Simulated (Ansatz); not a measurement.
## Li started at a second open point in rocksalt LiF, 65 atoms, charge 0

Computed with DFT, PBEsol, PAW, plane waves (Ansatz).

Command:

```sh
ansatz run in.yaml --threads 8 --pin off --max-ram 13300MiB --runs-dir r --events-out ev --progress --plain
```

The input less its lattice and atoms (starting moments on atoms near the defect: 1 μB in all):

```yaml
crystal:
  symmetry: { detect: false }
kpoints:
  mp_grid: { grid: [1, 1, 1], shift: [0.25, 0.25, 0.25] }
hamiltonian:
  xc: pbesol
magnetization:
  spin_polarized: true
scf:
  occupations: { method: fermi_dirac, width: 0.01 }
relax:
  f_tol: 0.03
  max_steps: 80
  escape_saddle: false
  adjacent_minimum: "off"
output:
  forces: true
  eigenvalues: true
  populations: true
```

Start:

```
F Li
1.0
     8.01519    0.00000    0.00000
     0.00000    8.01519    0.00000
     0.00000    0.00000    8.01519
F Li
32 33
Cartesian
  1.9794 0.0106 8.0030
  2.0043 0.0004 4.0521
  2.0142 3.9999 0.0298
  2.0394 4.0135 4.0005
  5.9856 7.9635 0.0025
  6.0303 8.0136 4.0285
  6.0600 4.0119 0.0086
  5.9985 4.0042 4.0155
  7.9961 2.0102 8.0024
  7.9964 2.0033 3.9755
  7.9829 6.0215 0.0227
  0.0182 6.0443 4.0340
  4.0211 2.0218 0.0199
  3.9967 1.9903 4.0163
  4.0214 6.0157 8.0131
  4.0261 6.0043 4.0082
  8.0142 7.9858 1.9996
  7.9805 0.0141 6.0123
  0.0153 3.9963 1.9882
  0.0090 3.9827 6.0208
  4.0333 0.0022 1.9929
  3.9737 0.0292 6.0309
  4.0223 4.0146 2.0032
  4.0131 3.9887 6.0524
  2.0143 2.0045 2.0136
  1.9878 2.0065 6.0504
  2.0179 6.0085 2.0323
  2.0029 6.0268 6.0399
  5.9905 2.0100 1.9738
  6.0101 1.9927 6.0203
  6.0045 6.0431 2.0272
  6.0405 6.0472 6.0214
  0.0066 7.9988 7.9950
  7.9969 0.0202 3.9699
  8.0124 4.0500 0.0338
  0.0081 3.9939 4.0155
  4.0231 0.0096 7.9897
  3.9962 8.0024 3.9680
  4.0113 3.9893 0.0045
  4.0031 4.0313 4.0027
  2.0022 1.9795 0.0083
  2.0215 2.0066 4.0226
  1.9782 6.0290 8.0053
  1.9681 5.9923 4.0268
  5.9743 1.9881 8.0110
  5.9908 2.0459 4.0087
  6.0091 5.9875 0.0211
  6.0415 6.0386 3.9929
  2.0104 0.0117 2.0168
  1.9978 0.0307 5.9825
  1.9845 4.0017 2.0170
  1.9964 4.0174 6.0012
  6.0257 0.0356 2.0181
  6.0023 0.0120 6.0187
  5.9790 3.9934 2.0136
  6.0108 4.0212 5.9953
  0.0227 2.0044 1.9784
  7.9916 2.0380 6.0123
  0.0054 6.0072 1.9800
  8.0058 6.0039 6.0142
  4.0188 2.0222 2.0143
  4.0272 2.0140 6.0203
  3.9928 5.9783 2.0198
  3.9826 6.0177 5.9827
  3.0062 2.9954 3.0243
```

Steps:

| step | energy less the first (eV) | largest force component (eV/Å) |
| --- | --- | --- |
| start | 0.000 | 1.894 |
| 1 | -1.075 | 1.408 |
| 2 | -2.366 | 0.498 |
| 3 | -2.636 | 0.031 |
| 4 | -2.636 | 0.031 |
| 5 | -2.638 | 0.009 |

A structure on the way, about -2.64 eV from the start:

```
F Li
1.0
     8.01519    0.00000    0.00000
     0.00000    8.01519    0.00000
     0.00000    0.00000    8.01519
F Li
32 33
Direct
  0.24946 0.99954 0.99949
  0.24541 0.99385 0.50472
  0.24537 0.50465 0.99397
  0.24708 0.50280 0.50273
  0.75087 0.99927 0.99943
  0.75082 0.99923 0.50092
  0.75094 0.50094 0.99924
  0.75625 0.50472 0.50497
  0.99890 0.25001 0.99959
  0.99331 0.24593 0.50463
  0.99880 0.75155 0.99939
  0.99869 0.75144 0.50096
  0.50406 0.24600 0.99406
  0.50191 0.24689 0.50222
  0.50035 0.75146 0.99924
  0.50429 0.75700 0.50494
  0.99892 0.99947 0.25008
  0.99872 0.99929 0.75157
  0.99325 0.50464 0.24596
  0.99867 0.50087 0.75146
  0.50403 0.99364 0.24608
  0.50021 0.99933 0.75150
  0.50220 0.50290 0.24698
  0.50432 0.50474 0.75723
  0.24793 0.24747 0.24800
  0.24551 0.24597 0.75721
  0.24547 0.75731 0.24605
  0.24941 0.75141 0.75146
  0.75644 0.24597 0.24606
  0.75068 0.24993 0.75140
  0.75081 0.75140 0.25009
  0.75075 0.75130 0.75132
  0.99914 0.99979 0.99973
  0.99396 0.99461 0.50159
  0.99390 0.50155 0.99459
  0.99818 0.50186 0.50196
  0.50101 0.99456 0.99452
  0.50117 0.99879 0.50186
  0.50132 0.50180 0.99891
  0.53073 0.53174 0.53200
  0.24845 0.24900 0.99926
  0.21923 0.21972 0.53150
  0.24862 0.75646 0.99451
  0.24809 0.75174 0.50192
  0.75569 0.24924 0.99461
  0.75105 0.24880 0.50181
  0.75060 0.75115 0.99958
  0.75569 0.75626 0.50146
  0.24838 0.99918 0.24910
  0.24867 0.99457 0.75635
  0.21878 0.53199 0.21955
  0.24814 0.50185 0.75184
  0.75583 0.99451 0.24931
  0.75059 0.99951 0.75114
  0.75099 0.50177 0.24870
  0.75568 0.50144 0.75633
  0.99865 0.24908 0.24908
  0.99393 0.24923 0.75635
  0.99382 0.75645 0.24919
  0.99890 0.75122 0.75116
  0.53076 0.21913 0.21986
  0.50119 0.24867 0.75176
  0.50131 0.75169 0.24879
  0.50086 0.75638 0.75636
  0.37500 0.37570 0.37500
```

End:

```xyz
65
Lattice="8.0152 0.0000 0.0000 0.0000 8.0152 0.0000 0.0000 0.0000 8.0152" Properties=species:S:1:pos:R:3 pbc="T T T"
F     2.0000    8.0116    8.0116
F     1.9651    7.9634    4.0459
F     1.9642    4.0461    7.9635
F     1.9734    4.0336    4.0349
F     6.0191    8.0105    8.0104
F     6.0181    8.0089    4.0141
F     6.0184    4.0141    8.0090
F     6.0655    4.0477    4.0485
F     8.0071    2.0041    8.0123
F     7.9590    1.9691    4.0465
F     8.0057    6.0238    8.0102
F     8.0039    6.0229    4.0143
F     4.0412    1.9691    7.9643
F     4.0270    1.9747    4.0300
F     4.0093    6.0234    8.0088
F     4.0434    6.0713    4.0487
F     8.0068    8.0121    2.0047
F     8.0055    8.0101    6.0241
F     7.9580    4.0460    1.9697
F     8.0041    4.0142    6.0232
F     4.0411    7.9619    1.9703
F     4.0096    8.0091    6.0230
F     4.0292    4.0346    1.9745
F     4.0435    4.0478    6.0722
F     1.9822    1.9792    1.9840
F     1.9658    1.9696    6.0727
F     1.9647    6.0738    1.9696
F     1.9995    6.0228    6.0229
F     6.0674    1.9697    1.9706
F     6.0174    2.0039    6.0228
F     6.0181    6.0225    2.0043
F     6.0167    6.0217    6.0221
Li    8.0096    8.0151    8.0149
Li    7.9665    7.9711    4.0194
Li    7.9660    4.0180    7.9706
Li    8.0024    4.0232    4.0236
Li    4.0138    7.9708    7.9712
Li    4.0179    8.0070    4.0234
Li    4.0184    4.0228    8.0080
Li    4.2618    4.2683    4.2699
Li    1.9915    1.9960    8.0118
Li    1.7502    1.7540    4.2672
Li    1.9943    6.0638    7.9709
Li    1.9889    6.0237    4.0227
Li    6.0583    1.9990    7.9716
Li    6.0183    1.9934    4.0220
Li    6.0145    6.0194    8.0124
Li    6.0570    6.0617    4.0185
Li    1.9908    8.0105    1.9963
Li    1.9941    7.9709    6.0639
Li    1.7469    4.2711    1.7525
Li    1.9886    4.0222    6.0242
Li    6.0587    7.9705    1.9993
Li    6.0146    8.0124    6.0193
Li    6.0183    4.0220    1.9934
Li    6.0573    4.0178    6.0626
Li    8.0067    1.9960    1.9968
Li    7.9663    1.9983    6.0631
Li    7.9653    6.0638    1.9994
Li    8.0076    6.0196    6.0196
Li    4.2617    1.7506    1.7552
Li    4.0169    1.9931    6.0235
Li    4.0179    6.0234    1.9934
Li    4.0137    6.0626    6.0632
Li    3.0049    3.0112    3.0067
```

The calculation finished and met its thresholds.

Time: 65 s of wall time on 8 threads of an EPYC 7R13 processor, on a host shared with other runs; peak host memory 1.6 GiB.

(1) How much energy did the relaxation gain, and which atom moved most?

The moment started at 1 μB and ended at 1.0 μB; no other spin state is shown. The one k point has no symmetry partners, which can distort the end along one axis.

Answers

(1) 2.64 eV in 5 steps, from a start with small random displacements (neighbours that lie too close to an added atom are first pushed off); atom 61 (Li) moved 0.45 Å, the median atom 0.05 Å (drift of the whole cell removed).
